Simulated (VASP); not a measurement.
TiS2, 3 atoms in the cell. It takes space group P-3m1 (No. 164, trigonal). The conventional cell has a = 3.427 Å, b = 3.427 Å, c = 5.971 Å, α = 90.00°, β = 90.00°, γ = 120.00°. Ti (site symmetry -3m) is surrounded by 6 S at 2.42 Å. S (site symmetry 3m) is surrounded by 3 Ti at 2.42 Å. 

- Program: VASP 6.6.1
- Task: relaxation of cell and atoms
- Functional: r2SCAN
- Potentials or basis: VASP PAW PBE potentials, release 64 (Ti_sv, S)
- Cutoff: 600 eV
- k mesh: 12 × 12 × 7
- Occupations: methfessel-paxton, width 0.1 eV
- Spin: no spin polarisation
- Further INCAR settings: ALGO = Normal; EDIFF = 1e-07; IBRION = 2; EDIFFG = -0.005; NSW = 90; ISIF = 3

Potentials or basis: VASP PAW PBE potentials, release 64 (Ti_sv, S).

Run with:

```bash
$ cat potpaw_PBE.64/Ti_sv/POTCAR potpaw_PBE.64/S/POTCAR > POTCAR
$ mpirun -np 1 vasp_std > vasp.out
```

Hardware: 1 thread of Intel(R) Xeon(R) 6975P-C (Granite Rapids) (shared host).

Task: Estimate the wall time of this run.

Result: It took 6.1 min on 1 thread of Intel(R) Xeon(R) 6975P-C (Granite Rapids), on a shared host, peak memory 0.3 GiB. Counts: scf iterations 31, k points 112, ion steps 2.
